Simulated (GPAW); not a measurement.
# NiO (Fm-3m) in GPAW: further runs, part 2 of 3

GPAW 26.7.0. The steps go on from the part before.

## 3. Equation of state, revTPSS+D3, collinear spin, ferromagnetic start

Input file run.py:

```python
import spglib
from ase import Atoms
from ase.calculators.mixing import SumCalculator
from ase.eos import EquationOfState
from ase.io import Trajectory, read
from ase.units import GPa
from dftd3.ase import DFTD3
from gpaw import GPAW, PW

atoms = read('NiO.cif')
cell, positions, numbers = spglib.find_primitive(
    (atoms.cell[:], atoms.get_scaled_positions(), atoms.numbers), symprec=1e-4)
atoms = Atoms(numbers, cell=cell, scaled_positions=positions, pbc=True)
atoms.set_initial_magnetic_moments([1.0, 0.0])

traj = Trajectory('eos.traj', 'w')
volumes, energies = [], []
for x in [0.94, 0.96, 0.98, 1.0, 1.02, 1.04, 1.06]:
    a = atoms.copy()
    a.set_cell(atoms.cell * x**(1 / 3), scale_atoms=True)
    calc = GPAW(mode=PW(800),
                xc='MGGA_X_REVTPSS+MGGA_C_REVTPSS',
                kpts={'size': (8, 8, 8), 'gamma': True},
                occupations={'name': 'fermi-dirac', 'width': 0.05},
                nbands=22,
                convergence={'density': 1e-05, 'energy': 1e-05},
                eigensolver='davidson',
                maxiter=150,
                txt=f'eos-{x:.2f}.txt')
    a.calc = SumCalculator([calc, DFTD3(method='revtpss', damping='d3zero')])
    energies.append(a.get_potential_energy())
    volumes.append(a.get_volume())
    p = -a.get_stress()[:3].mean() / GPa
    calc.write(f'eos-{x:.2f}.gpw')
    traj.write(a)
    print(f'{x:.2f} {volumes[-1]:10.4f} A^3 {energies[-1]:14.6f} eV {p:9.3f} GPa', flush=True)

v0, e0, B = EquationOfState(volumes, energies, eos='birchmurnaghan').fit()
print(f'V0 = {v0:.4f} A^3, E0 = {e0:.6f} eV, B0 = {B / GPa:.2f} GPa')
```

Input file NiO.cif:

```cif
data_NiO
_cell_length_a 4.17180328
_cell_length_b 4.17180328
_cell_length_c 4.17180328
_cell_angle_alpha 90.00000000
_cell_angle_beta 90.00000000
_cell_angle_gamma 90.00000000
_space_group_name_H-M_alt 'Fm-3m'
_space_group_name_Hall '-F 4 2 3'
_space_group_IT_number 225
loop_
_space_group_symop_operation_xyz
'x,y,z'
'-x,-y,-z'
'-y,x,z'
'y,-x,-z'
'-x,-y,z'
'x,y,-z'
'y,-x,z'
'-y,x,-z'
'x,-y,-z'
'-x,y,z'
'-y,-x,-z'
'y,x,z'
'-x,y,-z'
'x,-y,z'
'y,x,-z'
'-y,-x,z'
'z,x,y'
'-z,-x,-y'
'z,-y,x'
'-z,y,-x'
'z,-x,-y'
'-z,x,y'
'z,y,-x'
'-z,-y,x'
'-z,x,-y'
'z,-x,y'
'-z,-y,-x'
'z,y,x'
'-z,-x,y'
'z,x,-y'
'-z,y,x'
'z,-y,-x'
'y,z,x'
'-y,-z,-x'
'x,z,-y'
'-x,-z,y'
'-y,z,-x'
'y,-z,x'
'-x,z,y'
'x,-z,-y'
'-y,-z,x'
'y,z,-x'
'-x,-z,-y'
'x,z,y'
'y,-z,-x'
'-y,z,x'
'x,-z,y'
'-x,z,-y'
'x,y+1/2,z+1/2'
'-x,-y+1/2,-z+1/2'
'-y,x+1/2,z+1/2'
'y,-x+1/2,-z+1/2'
[... 63 lines left out ...]
'-z+1/2,y,-x+1/2'
'z+1/2,-x,-y+1/2'
'-z+1/2,x,y+1/2'
'z+1/2,y,-x+1/2'
'-z+1/2,-y,x+1/2'
'-z+1/2,x,-y+1/2'
'z+1/2,-x,y+1/2'
'-z+1/2,-y,-x+1/2'
'z+1/2,y,x+1/2'
'-z+1/2,-x,y+1/2'
'z+1/2,x,-y+1/2'
'-z+1/2,y,x+1/2'
'z+1/2,-y,-x+1/2'
'y+1/2,z,x+1/2'
'-y+1/2,-z,-x+1/2'
'x+1/2,z,-y+1/2'
'-x+1/2,-z,y+1/2'
'-y+1/2,z,-x+1/2'
'y+1/2,-z,x+1/2'
'-x+1/2,z,y+1/2'
'x+1/2,-z,-y+1/2'
'-y+1/2,-z,x+1/2'
'y+1/2,z,-x+1/2'
'-x+1/2,-z,-y+1/2'
'x+1/2,z,y+1/2'
'y+1/2,-z,-x+1/2'
'-y+1/2,z,x+1/2'
'x+1/2,-z,y+1/2'
'-x+1/2,z,-y+1/2'
'x+1/2,y+1/2,z'
'-x+1/2,-y+1/2,-z'
'-y+1/2,x+1/2,z'
'y+1/2,-x+1/2,-z'
'-x+1/2,-y+1/2,z'
'x+1/2,y+1/2,-z'
'y+1/2,-x+1/2,z'
'-y+1/2,x+1/2,-z'
'x+1/2,-y+1/2,-z'
'-x+1/2,y+1/2,z'
'-y+1/2,-x+1/2,-z'
'y+1/2,x+1/2,z'
'-x+1/2,y+1/2,-z'
'x+1/2,-y+1/2,z'
'y+1/2,x+1/2,-z'
'-y+1/2,-x+1/2,z'
'z+1/2,x+1/2,y'
'-z+1/2,-x+1/2,-y'
'z+1/2,-y+1/2,x'
'-z+1/2,y+1/2,-x'
'z+1/2,-x+1/2,-y'
'-z+1/2,x+1/2,y'
'z+1/2,y+1/2,-x'
'-z+1/2,-y+1/2,x'
'-z+1/2,x+1/2,-y'
'z+1/2,-x+1/2,y'
'-z+1/2,-y+1/2,-x'
'z+1/2,y+1/2,x'
'-z+1/2,-x+1/2,y'
'z+1/2,x+1/2,-y'
'-z+1/2,y+1/2,x'
'z+1/2,-y+1/2,-x'
'y+1/2,z+1/2,x'
'-y+1/2,-z+1/2,-x'
'x+1/2,z+1/2,-y'
'-x+1/2,-z+1/2,y'
'-y+1/2,z+1/2,-x'
'y+1/2,-z+1/2,x'
'-x+1/2,z+1/2,y'
'x+1/2,-z+1/2,-y'
'-y+1/2,-z+1/2,x'
'y+1/2,z+1/2,-x'
'-x+1/2,-z+1/2,-y'
'x+1/2,z+1/2,y'
'y+1/2,-z+1/2,-x'
'-y+1/2,z+1/2,x'
'x+1/2,-z+1/2,y'
'-x+1/2,z+1/2,-y'
loop_
_atom_site_label
_atom_site_type_symbol
_atom_site_symmetry_multiplicity
_atom_site_Wyckoff_symbol
_atom_site_fract_x
_atom_site_fract_y
_atom_site_fract_z
_atom_site_occupancy
Ni1 Ni 4 a 0.0000000000 0.0000000000 0.0000000000 1
O1 O 4 b 0.5000000000 0.0000000000 0.0000000000 1
```

Potentials or basis: GPAW PAW data sets (gpaw-data 1.2.1), pw.

Run with:

```console
> OMP_NUM_THREADS=1 python run.py
```

The program printed:

```text
__  _  _
 | _ |_)|_||  |
 |__||  | ||/\| - 26.7.0

Input parameters:
  mode=PW(ecut=800.0),
  convergence={'density': 1e-05, 'energy': 1e-05},
  eigensolver=Davidson(niter=2),
  kpts=MonkhorstPack(size=(8, 8, 8), gamma=True),
  maxiter=150,
  nbands=22,
  occupations=Occupations(name='fermi-dirac', width=0.05),
  xc=XC(name='MGGA_X_REVTPSS+MGGA_C_REVTPSS')

Diagonalizing LCAO Hamiltonian
Converting LCAO to pw mode

              O

       Ni

Atoms  # Å, Bohr magnetons
|   | symbol |        x |        y |        z |    initial magnetic moments |
|---|--------|----------|----------|----------|-----------------------------|
| 0 |     Ni | 0.000000 | 0.000000 | 0.000000 | ( 0.0000,  0.0000,  1.0000) |
| 1 |      O | 2.043320 | 2.043320 | 2.043320 | ( 0.0000,  0.0000,  0.0000) |

Unit cell  # Å
| periodic |        x |        y |        z |  lengths |    angles |
|----------|----------|----------|----------|----------|-----------|
|      yes | 0.000000 | 2.043320 | 2.043320 | 2.889691 | 60.000000 |
|      yes | 2.043320 | 0.000000 | 2.043320 | 2.889691 | 60.000000 |
|      yes | 2.043320 | 2.043320 | 0.000000 | 2.889691 | 60.000000 |

Number of symmetries: 48
Symmetry operations  # r_c * U_cc + t_c -> r_c
|    | kind |            matrix            |
|----|------|------------------------------|
|  0 |  σ   |  1, 0, 0,  1, 0,-1,  1,-1, 0 |
|  1 |  C2  |  1, 0, 0,  1,-1, 0,  1, 0,-1 |
|  2 |  E   |  1, 0, 0,  0, 1, 0,  0, 0, 1 |
|  3 |  σ   |  1, 0, 0,  0, 0, 1,  0, 1, 0 |
|  4 |  C4  |  1, 0,-1,  1, 0, 0,  1,-1, 0 |
|  5 |  S6  |  1, 0,-1,  1,-1, 0,  1, 0, 0 |
|  6 |  σ   |  1, 0,-1,  0, 1,-1,  0, 0,-1 |
|  7 |  C3  |  1, 0,-1,  0, 0,-1,  0, 1,-1 |
|  8 |  S6  |  1,-1, 0,  1, 0, 0,  1, 0,-1 |
|  9 |  C4  |  1,-1, 0,  1, 0,-1,  1, 0, 0 |
| 10 |  C3  |  1,-1, 0,  0,-1, 1,  0,-1, 0 |
| 11 |  σ   |  1,-1, 0,  0,-1, 0,  0,-1, 1 |
| 12 |  σ   |  0, 1, 0,  1, 0, 0,  0, 0, 1 |
| 13 |  C4  |  0, 1, 0,  0, 1,-1, -1, 1, 0 |
| 14 |  C3  |  0, 1, 0,  0, 0, 1,  1, 0, 0 |
| 15 |  S6  |  0, 1, 0, -1, 1, 0,  0, 1,-1 |
| 16 |  C2  |  0, 1,-1,  1, 0,-1,  0, 0,-1 |
| 17 |  σ   |  0, 1,-1,  0, 1, 0, -1, 1, 0 |
| 18 |  S4  |  0, 1,-1,  0, 0,-1,  1, 0,-1 |
| 19 |  C4  |  0, 1,-1, -1, 1, 0,  0, 1, 0 |
| 20 |  C3  |  0, 0, 1,  1, 0, 0,  0, 1, 0 |
| 21 |  σ   |  0, 0, 1,  0, 1, 0,  1, 0, 0 |
| 22 |  S6  |  0, 0, 1,  0,-1, 1, -1, 0, 1 |
| 23 |  C4  |  0, 0, 1, -1, 0, 1,  0,-1, 1 |
| 24 |  S4  |  0, 0,-1,  1, 0,-1,  0, 1,-1 |
| 25 |  C3  |  0, 0,-1,  0, 1,-1,  1, 0,-1 |
| 26 |  C2  |  0, 0,-1,  0,-1, 0, -1, 0, 0 |
| 27 |  S6  |  0, 0,-1, -1, 0, 0,  0,-1, 0 |
| 28 |  S4  |  0,-1, 1,  1,-1, 0,  0,-1, 0 |
| 29 |  C4  |  0,-1, 1,  0, 0, 1, -1, 0, 1 |
| 30 |  C2  |  0,-1, 1,  0,-1, 0,  1,-1, 0 |
| 31 |  σ   |  0,-1, 1, -1, 0, 1,  0, 0, 1 |
| 32 |  C3  |  0,-1, 0,  1,-1, 0,  0,-1, 1 |
| 33 |  S6  |  0,-1, 0,  0, 0,-1, -1, 0, 0 |
| 34 |  S4  |  0,-1, 0,  0,-1, 1,  1,-1, 0 |
| 35 |  C2  |  0,-1, 0, -1, 0, 0,  0, 0,-1 |
| 36 |  C2  | -1, 1, 0,  0, 1, 0,  0, 1,-1 |
| 37 |  S6  | -1, 1, 0,  0, 1,-1,  0, 1, 0 |
| 38 |  S4  | -1, 1, 0, -1, 0, 1, -1, 0, 0 |
| 39 |  C3  | -1, 1, 0, -1, 0, 0, -1, 0, 1 |
| 40 |  S6  | -1, 0, 1,  0, 0, 1,  0,-1, 1 |
| 41 |  C2  | -1, 0, 1,  0,-1, 1,  0, 0, 1 |
| 42 |  C3  | -1, 0, 1, -1, 1, 0, -1, 0, 0 |
| 43 |  S4  | -1, 0, 1, -1, 0, 0, -1, 1, 0 |
| 44 |  C2  | -1, 0, 0,  0, 0,-1,  0,-1, 0 |
| 45 |  i   | -1, 0, 0,  0,-1, 0,  0, 0,-1 |
| 46 |  σ   | -1, 0, 0, -1, 1, 0, -1, 0, 1 |
| 47 |  C2  | -1, 0, 0, -1, 0, 1, -1, 1, 0 |

BZ-sampling:
  Number of BZ points: 512
  Number of IBZ points: 29

  Monkhorst-Pack size: [8, 8, 8]
  Monkhorst-Pack shift: [0.0625, 0.0625, 0.0625]

K-points  # in reciprocal-cell coordinates
|     |                                coordinates |     weight |
|-----|--------------------------------------------|------------|
|   0 | (  0.00000000,   0.00000000,   0.00000000) | 0.00195312 |
|   1 | (  0.12500000,   0.12500000,   0.00000000) | 0.01171875 |
|   2 | (  0.12500000,   0.12500000,   0.12500000) | 0.01562500 |
|   3 | (  0.25000000,   0.12500000,   0.12500000) | 0.02343750 |
|   4 | (  0.25000000,   0.25000000,   0.00000000) | 0.01171875 |
|   5 | (  0.25000000,   0.25000000,   0.12500000) | 0.04687500 |
|   6 | (  0.25000000,   0.25000000,   0.25000000) | 0.01562500 |
|   7 | (  0.37500000,   0.25000000,  -0.37500000) | 0.04687500 |
|   8 | (  0.37500000,   0.25000000,   0.12500000) | 0.04687500 |
|   9 | (  0.37500000,   0.25000000,   0.25000000) | 0.04687500 |
| ... |                                            |            |
|  28 | (  0.50000000,   0.50000000,   0.50000000) | 0.00781250 |

Plane wave coefficients: 893
Cutoff: 800.0 eV

Spin-components: 2 (collinear spins)
Bands:           22
Projectors:      11
Spin-degeneracy: 1
Datatype:        complex128

Parallelization:
  kpt:    1
  domain: 1
  band:   1

Density:
  Valence electrons: 22.0
  Components: 2
  Grid points: [20 20 20]
  Charge: 0.0  # |e|

Potential:
  Grid points: [20 20 20]

species:
  Ni:
    name:    Nickel
    Z:       28.0
    valence: 16
    core:    12
    charge:  0.0  # [|e|]
    compensation charges:
      type: gauss
      rc: 0.36  # [Å]
      lmax: 2
    cutoffs:
      filter: 2.14  # [Å]
      core: 1.98  # [Å]
    projectors
    | kind |    occ | energy [eV] | rcut [Å] |
    |------|--------|-------------|----------|
    |   4s |  2.000 |      -5.642 |    1.164 |
    |   3p |  6.000 |     -71.394 |    1.207 |
    |   4p |  0.000 |      -1.226 |    1.207 |
    |   3d |  8.000 |      -8.875 |    1.138 |
    |    s |        |      21.570 |    1.164 |
    |    d |        |      18.337 |    1.138 |

    Using partial waves for Ni as LCAO basis

  O:
    name:    Oxygen
    Z:       8.0
    valence: 6
    core:    2
    charge:  0.0  # [|e|]
    compensation charges:
      type: gauss
      rc: 0.21  # [Å]
      lmax: 2
    cutoffs:
      filter: 1.17  # [Å]
      core: 0.83  # [Å]
    projectors
    | kind |    occ | energy [eV] | rcut [Å] |
    |------|--------|-------------|----------|
    |   2s |  2.000 |     -23.961 |    0.688 |
    |   2p |  4.000 |      -9.029 |    0.598 |
    |    s |        |       3.251 |    0.688 |
    |    p |        |      18.182 |    0.598 |
    |    d |        |       0.000 |    0.619 |

    Using partial waves for O as LCAO basis

Reference energy: -43408.850748  # eV

eigensolver:
  Davidson
  Converge bands: occupied
  niter=2

density mixing:
  MSR1-Mixer
  Pratt-step length: 0.05
  Maximum mixing coefficient: 0.75
  Old densities: 10
  SVD Regularization: 0.005
  Good broyden scale: 1.0
  Trust region scale: 1.0
  Backstep threshold: 4.0
  History deletion threshold: 6.0
  Fourier metric: weight=20.0, sigma=0.015

occupation numbers:
  Fermi-Dirac:
    width: 0.0500  # eV

poisson solver:
  ecut: 6400.0  # eV

xc functional:
  name: MGGA_X_REVTPSS+MGGA_C_REVTPSS with 2 nearest neighbor stencil

convergence criteria:
- Maximum integral of absolute [dens]ity change: 1e-05 electrons / valence electron
- Maximum [total energy] change in last 3 cyles: 1e-05 eV / valence electron
- Maximum integral of absolute [eigenst]ate change: 4e-08 eV^2 / valence electron
maximum number of iterations: 150

SCF iterations
|iter     | |      energy | eigst |  dens |  magmom |
|---------|-|-------------|-------|-------|---------|
|iter:   1| |  153.534190 | +3.42 |       |  +1.0004|
|iter:   2| |   41.759005 | +1.47 | -0.47 |  +0.9654|
|iter:   3| |   -7.516353 | +1.37 | -0.60 |  +0.8360|
|iter:   4| |  -16.077451 | +0.16 | -0.77 |  +0.8908|
|iter:   5| |  -15.085888 | -1.44 | -0.75 |  +0.9126|
|iter:   6| |  -10.946762 | -1.77 | -0.78 |  +1.0327|
|iter:   7| |  -12.016832 | -2.92 | -1.10 |  +0.9927|
|iter:   8| |  -11.832954 | -3.06 | -0.98 |  +1.0241|
|iter:   9| |  -10.498566 | -1.97 | -0.98 |  +1.1708|
|iter:  10| |  -10.753066 | -3.17 | -1.40 |  +1.2561|
|iter:  11| |  -11.487158 | -2.38 | -1.26 |  +1.2288|
|iter:  12| |  -10.623409 | -1.82 | -1.05 |  +1.5187|
|iter:  13| |  -10.734460 | -2.62 | -1.58 |  +1.7363|
|iter:  14| |  -10.619634 | -2.53 | -1.53 |  +1.9377|
|iter:  15| |  -10.629281 | -4.30 | -2.32 |  +1.8823|
|iter:  16| |  -10.629570 | -5.58 | -2.74 |  +1.8837|
|iter:  17| |  -10.629637 | -5.89 | -3.05 |  +1.8902|
|iter:  18| |  -10.629637c| -7.15 | -3.34 |  +1.8877|
|iter:  19| |  -10.629633c| -7.25 | -3.59 |  +1.8853|
|iter:  20| |  -10.629634c| -8.26c| -4.48 |  +1.8849|
|iter:  21| |  -10.629634c| -9.45c| -5.17c|  +1.8849|

Converged in 21 steps
Energy contributions relative to reference atoms: (reference = -43408.850748)

Energy contributions:
  Kinetic:          27.419809
  Coulomb:         -22.433978
  Zero:              0.272759
  External:          0.000000
  Xc:              -15.886015
  Entropy:          -0.004419
  Spinorbit:         0.000000
  ----------------------------
  Free energy:     -10.631843
  Extrapolated:    -10.629634

dipole moment: (-8.270375, -8.270375, -8.270375)  # |e|*Ang

Total magnetic moment: (0.000000, 0.000000, 1.884888)

Local magnetic moments
|        x |        y |        z |
|----------|----------|----------|
| 0.000000 | 0.000000 | 1.574435 |  # Ni   0
| 0.000000 | 0.000000 | 0.218711 |  # O    1

Fermi level: 9.250
Eigenvalues  # (at kpt = [0.000, 0.000, 0.000])
| band index |      eig [eV] | occ [0-1] |      eig [eV] | occ [0-1] |
|------------|---------------|-----------|---------------|-----------|
|          0 |       -56.689 |     1.000 |       -54.666 |     1.000 |
|        ... |               |           |               |           |
|          4 |         5.504 |     1.000 |         6.236 |     1.000 |
|          5 |         5.504 |     1.000 |         6.236 |     1.000 |
|          6 |         5.668 |     1.000 |         6.236 |     1.000 |
|          7 |         5.668 |     1.000 |         6.821 |     1.000 |
|          8 |         5.668 |     1.000 |         6.821 |     1.000 |
|          9 |         5.978 |     1.000 |         6.821 |     1.000 |
[... 8 lines left out ...]
|         18 |        32.338 |     0.000 |        32.923 |     0.000 |
|         19 |        32.338 |     0.000 |        32.923 |     0.000 |
|        ... |               |           |               |           |
|         21 |        35.552 |     0.000 |        36.445 |     0.000 |

No gap
No difference between direct/indirect transitions

Stress tensor  # eV/Ang^3
|         x |         y |         z |
|-----------|-----------|-----------|
| -0.148674 |  0.000000 |  0.000000 |
|  0.000000 | -0.148674 | -0.000000 |
|  0.000000 | -0.000000 | -0.148674 |

# Writing to eos-0.94.gpw (mode='')
```

It took 5.6 min on 1 thread of Intel Xeon 6975P-C (Granite Rapids), shared host; peak memory 0.75 GiB.

Results:

| Quantity | Value |
| --- | --- |
| Equilibrium volume | 9.20 Å³/atom (rough: see the caveat) |
| Bulk modulus | 240 GPa (rough) |

Energy against volume, from the lowest point:
```csv
volume (Å³/atom),energy (meV/atom)
8.531,40.87
8.713,21.18
8.894,7.89
9.076,0.99
9.257,0.00
9.439,4.20
9.620,12.91
```

Caveat: the points scatter about the fit; the PAW data sets were made with another functional, which shifts forces and pressure a little.

(Part 2 of 3 ends here.)
